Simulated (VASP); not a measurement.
# SnTe (Fm-3m) in VASP: a series of runs

Runs on SnTe. Level: PBEsol. Tasks: relaxation of cell and atoms.

Everything below comes from runs of VASP 6.6.1. Logs are shortened: lines on timing, memory, paths and dates and some standing lists are left out, and cuts for length are marked.

## Step 1: The structure

It takes space group Fm-3m (No. 225, cubic). Conventional cell: a = 6.302 Å, b = 6.302 Å, c = 6.302 Å, α = 90.00°, β = 90.00°, γ = 90.00°. Sn (site symmetry m-3m) is surrounded by 6 Te at 3.15 Å. Te (site symmetry m-3m) has 6 Sn at 3.15 Å as nearest neighbours.

## Step 2: Relaxation of cell and atoms, PBEsol

Contents of INCAR:

```
SYSTEM = SnTe
PREC = Accurate
ENCUT = 520
EDIFF = 1E-7
ISMEAR = 0
SIGMA = 0.02
LREAL = .False.
LASPH = .True.
NELM = 80
ALGO = Normal
ISIF = 3
LWAVE = .False.
LCHARG = .False.
GGA = PS
IBRION = 2
NSW = 80
EDIFFG = -0.002
KPAR = 4
```

Contents of KPOINTS:

```
regular mesh
0
Gamma
  8 8 8
  0 0 0
```

Contents of POSCAR:

```
SnTe
1.0
    0.0000000000      3.1508500000      3.1508500000
    3.1508500000      0.0000000000      3.1508500000
    3.1508500000      3.1508500000      0.0000000000
Sn Te
1 1
Direct
    0.0000000000      0.0000000000      0.0000000000
    0.5000000000      0.5000000000      0.5000000000
```

Potentials or basis: VASP PAW PBE potentials, release 64 (Sn_d, Te).

Launch:

```sh
cat potpaw_PBE.64/Sn_d/POTCAR potpaw_PBE.64/Te/POTCAR > POTCAR
mpirun -np 4 vasp_std > vasp.out
```

OUTCAR:

```text
SYSTEM = SnTe
   PREC = Accurate
   ENCUT = 520
   EDIFF = 1E-7
   ISMEAR = 0
   LREAL = .False.
   LASPH = .True.
   NELM = 80
   ISIF = 3
   GGA = PS
   IBRION = 2
   NSW = 80
   EDIFFG = -0.002

 ion  position               nearest neighbor table
   1  0.000  0.000  0.000-   2 3.15   2 3.15   2 3.15   2 3.15   2 3.15   2 3.15
   2  0.500  0.500  0.500-   1 3.15   1 3.15   1 3.15   1 3.15   1 3.15   1 3.15

  LATTYP: Found a face centered cubic cell.
 ALAT       =     6.3017000000

  Lattice vectors:

 A1 = (   0.0000000000,   3.1508500000,   3.1508500000)
 A2 = (   3.1508500000,   0.0000000000,   3.1508500000)
 A3 = (   3.1508500000,   3.1508500000,   0.0000000000)

Analysis of symmetry for initial positions (statically):
=====================================================================
 Subroutine PRICEL returns:
 Original cell was already a primitive cell.

 Routine SETGRP: Setting up the symmetry group for a
 face centered cubic supercell.

 Subroutine GETGRP returns: Found 48 space group operations
 (whereof 48 operations were pure point group operations)
 out of a pool of 48 trial point group operations.

The static configuration has the point symmetry O_h .

Analysis of symmetry for dynamics (positions and initial velocities):
=====================================================================
 Subroutine PRICEL returns:
 Original cell was already a primitive cell.

 Routine SETGRP: Setting up the symmetry group for a
 face centered cubic supercell.

 Subroutine GETGRP returns: Found 48 space group operations
 (whereof 48 operations were pure point group operations)
 out of a pool of 48 trial point group operations.

The dynamic configuration has the point symmetry O_h .

 Subroutine INISYM returns: Found 48 space group operations
 (whereof 48 operations are pure point group operations),
 and found     1 'primitive' translations

----------------------------------------------------------------------------------------

                                     Primitive cell

  volume of cell :      62.5624

  direct lattice vectors                    reciprocal lattice vectors
     0.000000000  3.150850000  3.150850000    -0.158687338  0.158687338  0.158687338
     3.150850000  0.000000000  3.150850000     0.158687338 -0.158687338  0.158687338
     3.150850000  3.150850000  0.000000000     0.158687338  0.158687338 -0.158687338

  length of vectors
     4.455974803  4.455974803  4.455974803     0.274854533  0.274854533  0.274854533

  position of ions in fractional coordinates (direct lattice)
     0.000000000  0.000000000  0.000000000
     0.500000000  0.500000000  0.500000000

  ion indices of the primitive-cell ions
   primitive index   ion index
                 1           1
                 2           2

----------------------------------------------------------------------------------------

 KPOINTS: regular mesh

Automatic generation of k-mesh.
 Grid dimensions read from file:
 generate k-points for:    8    8    8

 Generating k-lattice:

  Cartesian coordinates                     Fractional coordinates (reciprocal lattice)
    -0.019835917  0.019835917  0.019835917     0.125000000  0.000000000  0.000000000
     0.019835917 -0.019835917  0.019835917     0.000000000  0.125000000  0.000000000
     0.019835917  0.019835917 -0.019835917     0.000000000  0.000000000  0.125000000

  Length of vectors
     0.034356817  0.034356817  0.034356817

  Shift w.r.t. Gamma in fractional coordinates (k-lattice)
     0.000000000  0.000000000  0.000000000

 Subroutine IBZKPT returns following result:
 ===========================================

 Found     29 irreducible k-points:

 Following reciprocal coordinates:
            Coordinates               Weight
  0.000000  0.000000  0.000000      1.000000
  0.125000  0.000000  0.000000      8.000000
  0.250000  0.000000  0.000000      8.000000
  0.375000  0.000000  0.000000      8.000000
  0.500000  0.000000  0.000000      4.000000
  0.125000  0.125000  0.000000      6.000000
[... 16 lines left out ...]
  0.500000  0.250000  0.125000     48.000000
 -0.375000  0.250000  0.125000     24.000000
 [... further k-points ...]
   k-points           NKPTS =     29   k-points in BZ     NKDIM =     29   number of bands    NBANDS=     14
   number of dos      NEDOS =    301   number of ions     NIONS =      2
   total plane-waves  NPLWV =  46656
   dimension x,y,z NGX =    36 NGY =   36 NGZ =   36
   dimension x,y,z NGXF=    72 NGYF=   72 NGZF=   72
   ions per type =               1   1
   NGX,Y,Z   is equivalent  to a cutoff of  13.43, 13.43, 13.43 a.u.
   NGXF,Y,Z  is equivalent  to a cutoff of  26.86, 26.86, 26.86 a.u.
 SYSTEM =  SnTe
   PREC   = accura    normal or accurate (medium, high low for compatibility)
   ISTART =      0    job   : 0-new  1-cont  2-samecut
   ICHARG =      2    charge: 1-file 2-atom 10-const
   ISPIN  =      1    spin polarized calculation?
   LNONCOLLINEAR =      F non collinear calculations
   LSORBIT =      F    spin-orbit coupling
   LASPH  =      T    aspherical Exc in radial PAW
   ENCUT  =  520.0 eV  38.22 Ry    6.18 a.u.   8.29  8.29  8.29*2*pi/ulx,y,z
   NELM   =     80;   NELMIN=  2; NELMDL= -5     # of ELM steps
   EDIFF  = 0.1E-06   stopping-criterion for ELM
   LREAL  =      F    real-space projection
   EDIFFG = -.2E-02   stopping-criterion for IOM
   NSW    =     80    number of steps for IOM
   IBRION =      2    ionic relax: 0-MD 1-quasi-New 2-CG
   NFREE  =      1    steps in history (QN), initial steepest desc. (CG)
   ISIF   =      3    stress and relaxation
   ISYM   =      2    0-nonsym 1-usesym 2-fastsym
   POTIM  = 0.5000    time-step for ionic-motion
   TEBEG  =    0.0;   TEEND  =   0.0 temperature during run
   PSTRESS=    0.0 pullay stress
   NELECT =      20.0000    total number of electrons
   NUPDOWN=      -1.0000    fix difference up-down
   EMIN   =  10.00;   EMAX   =-10.00  energy-range for DOS
   EFERMI =   0.00;   METHOD = LEGACY
   ISMEAR =     0;   SIGMA  =   0.02  broadening in eV -4-tet -1-fermi 0-gaus
   EFERMI_NEDOS =   21; number of points for ismear=-14 and -15
   IALGO  =     38    algorithm
   IMIX   =      4    mixing-type and parameters
     AMIX     =   0.40;   BMIX     =  1.00
     AMIX_MAG =   1.60;   BMIX_MAG =  1.00
  volume/ion in A,a.u.               =      31.28       211.10
  Fermi-wavevector in a.u.,A,eV,Ry     =   1.119387  2.115336 17.048485  1.253028
  Thomas-Fermi vector in A             =   2.256026
   LORBIT       =      0    0 simple, 1 ext, 2 COOP (PROOUT), +10 PAW based schemes
   GGA     = PS    functional components
   LHFCALC =     F    Hartree Fock is set to
   AEXX    =    0.0000 exact exchange contribution
   IVDW    =     0    specifies the selected vdW correction
   LEPSILON=     F    determine dielectric tensor
   LRPA    =     F    only Hartree local field effects (RPA)
 conjugate gradient relaxation of ions
 non-spin polarized calculation
 Gauss-broadening in eV      SIGMA  =   0.02
  energy-cutoff  :      520.00
  volume of cell :       62.56
 maximum number of plane-waves:      1708
 NGX is ok and might be reduce to    36
   NGX = 17   NGY = 17   NGZ = 17

--------------------------------------- Ionic step        1  -------------------------------------------

 number of electron      19.9999998 magnetization

 Free energy of the ion-electron system (eV)
  ---------------------------------------------------
  ext. energy  EPLUGINS =         0.00000000
  ---------------------------------------------------
  free energy    TOTEN  =        -8.33764759 eV

  energy without entropy =       -8.33764758  energy(sigma->0) =       -8.33764759

------------------------ aborting loop because EDIFF is reached ----------------------------------------

  FORCE on cell =-STRESS in cart. coord.  units (eV):
  Direction    XX          YY          ZZ          XY          YZ          ZX
  --------------------------------------------------------------------------------------
  -------------------------------------------------------------------------------------
  Total       -0.1127961     -0.1127961     -0.1127961      0.0000000      0.0000000      0.0000000
  in kB       -2.8886262     -2.8886262     -2.8886262      0.0000000      0.0000000      0.0000000
  external PRESSURE =      -2.8886262 kB  Pullay stress =       0.0000000 kB
[... 57 lines left out ...]
  energy  without entropy=       -8.3379588777  energy(sigma->0) =       -8.33795888

--------------------------------------- Ionic step        3  -------------------------------------------

 number of electron      19.9999998 magnetization

 Free energy of the ion-electron system (eV)
  ---------------------------------------------------
  ext. energy  EPLUGINS =         0.00000000
  ---------------------------------------------------
  free energy    TOTEN  =        -8.33799681 eV

  energy without entropy =       -8.33799681  energy(sigma->0) =       -8.33799681

 E-fermi :   6.9050     XC(G=0):  -9.6814

 val. band max:        6.8253528797   @ k =   0.5000   0.0000   0.0000
 cond. band min:       6.9858377604   @ k =   0.5000   0.0000   0.0000
 fundamental gap:      0.1604848807
 Fermi energy:         6.9050300168

 k-point     1 :       0.0000    0.0000    0.0000
  band No.  band energies     occupation
      1     -14.9095      2.00000
      2     -14.9095      2.00000
      3     -14.9022      2.00000
      4     -14.9022      2.00000
      5     -14.9022      2.00000
      6      -5.9847      2.00000
      7       2.1920      2.00000
      8       4.7322      2.00000
      9       4.7322      2.00000
     10       4.7322      2.00000
     11      10.2252      0.00000
     12      10.2252      0.00000
     13      10.2252      0.00000
     14      11.5856      0.00000
[... 375 lines left out ...]
 k-point    24 :      -0.3750    0.2500    0.1250
  band No.  band energies     occupation
      1     -14.9185      2.00000
      2     -14.9121      2.00000
      3     -14.8991      2.00000
      4     -14.8969      2.00000
      5     -14.8935      2.00000
      6      -4.4943      2.00000
      7      -1.1336      2.00000
      8       3.0683      2.00000
      9       3.4607      2.00000
     10       5.9431      2.00000
     11       7.3508      0.00000
     12       9.7952      0.00000
     13      10.4746      0.00000
     14      12.8361      0.00000

 [... further k-points ...]
[... 5 lines left out ...]
  --------------------------------------------------------------------------------------
  -------------------------------------------------------------------------------------
  Total        0.0004822      0.0004822      0.0004822     -0.0000000     -0.0000000     -0.0000000
  in kB        0.0124244      0.0124244      0.0124244     -0.0000000     -0.0000000     -0.0000000
  external PRESSURE =       0.0124244 kB  Pullay stress =       0.0000000 kB
[... 17 lines left out ...]
  FREE ENERGIE OF THE ION-ELECTRON SYSTEM (eV)
  ---------------------------------------------------
  free  energy   TOTEN  =        -8.3379968089 eV

  energy  without entropy=       -8.3379968089  energy(sigma->0) =       -8.33799681

 reached required accuracy - stopping structural energy minimisation
```

It took 26 s on 4 MPI ranks of Intel Xeon Platinum 8488C (Sapphire Rapids), shared host; peak memory 0.22 GiB.

What came out:

```
Free energy                            : -8.3380 eV
Relaxed volume                         : 31.09 Å³/atom
Relaxed cell                           : a = 4.447 Å, b = 4.447 Å, c = 4.447 Å, α = 60.00°, β = 60.00°, γ = 60.00°
Space group after relaxing (to 0.05 Å) : Fm-3m (No. 225)
Energy gained by relaxing              : 0.2 meV/atom
Ionic steps                            : 3
Pressure after relaxing                : 0.0 GPa
Band gap on the k mesh                 : 0.16 eV, direct
```

Step by step:
```
step  energy change (eV)  largest force (eV/Å)  pressure (GPa)  volume (Å³)
   1              0.0000                0.0000           -0.29        62.56
   2             -0.0003                0.0000            0.10        62.05
   3             -0.0003                0.0000            0.00        62.18
```

Final structure:
```
Sn Te
1.0
     0.00000    3.14439    3.14439
     3.14439    0.00000    3.14439
     3.14439    3.14439    0.00000
Sn Te
1 1
Direct
  0.00000 0.00000 0.00000
  0.50000 0.50000 0.50000
```

Levels at points of the mesh, in eV from the valence-band top:
| k point | band 6 | band 7 | band 8 | band 9 | band 10 | band 11 | band 12 | band 13 | band 14 |
| --- | --- | --- | --- | --- | --- | --- | --- | --- | --- |
| (0.00, 0.00, 0.00) | -12.81 | -4.63 | -2.09 | -2.09 | -2.09 | 3.40 | 3.40 | 3.40 | 4.76 |
| (0.50, 0.00, 0.00) | -11.51 | -8.34 | -1.75 | -1.75 | 0.00 | 0.16 | 0.39 | 0.39 | 7.76 |
| (0.50, 0.50, 0.00) | -11.20 | -6.44 | -5.59 | -3.72 | -3.72 | 2.13 | 5.00 | 5.00 | 6.47 |

Caveat: the PAW data sets were made with another functional, which shifts forces and pressure a little; spin-orbit coupling is left out, which moves the levels of the heavy elements.

## Step 3: Relaxation of cell and atoms, PBEsol

This run uses another cell than the first one, of 31.09 Å³/atom, 0.994 times its volume.

INCAR is that of step 2.

KPOINTS is that of step 2.

Contents of POSCAR:

```
SnTe                                    
1.0
    0.0000000000      3.1443929232      3.1443929232
    3.1443929232      0.0000000000      3.1443929232
    3.1443929232      3.1443929232     -0.0000000000
  Sn              Te            
     1     1
Direct
     0.0000000000000000    0.0000000000000000    0.0000000000000000
     0.5000000000000000    0.5000000000000000    0.5000000000000000
```

Potentials or basis: VASP PAW PBE potentials, release 64 (Sn_d, Te).

Launch:

```sh
cat potpaw_PBE.64/Sn_d/POTCAR potpaw_PBE.64/Te/POTCAR > POTCAR
mpirun -np 4 vasp_std > vasp.out
```

Run time: 15 s. Hardware: 4 MPI ranks of Intel Xeon Platinum 8488C (Sapphire Rapids), shared host; peak memory 0.21 GiB.

Results (log left out):

- Free energy: -8.3379 eV
- Pressure after relaxing: 0.0 GPa
- Band gap on the k mesh: 0.16 eV, direct

Final structure:
```
CELL_PARAMETERS angstrom
0.00000 3.14439 3.14439
3.14439 0.00000 3.14439
3.14439 3.14439 0.00000
ATOMIC_POSITIONS crystal
Sn 0.00000 0.00000 0.00000
Te 0.50000 0.50000 0.50000
```

Levels at points of the mesh, in eV from the valence-band top:
```tsv
k point	band 8	band 9	band 10	band 11	band 12	band 13
(0.00, 0.00, 0.00)	-2.09	-2.09	-2.09	3.40	3.40	3.40
(0.50, 0.00, 0.00)	-1.75	-1.75	0.00	0.16	0.39	0.39
(0.50, 0.50, 0.00)	-5.59	-3.72	-3.72	2.13	5.00	5.00
```

Caveat: the relaxation stopped at its first step, so nothing moved; the PAW data sets were made with another functional, which shifts forces and pressure a little; spin-orbit coupling is left out, which moves the levels of the heavy elements.
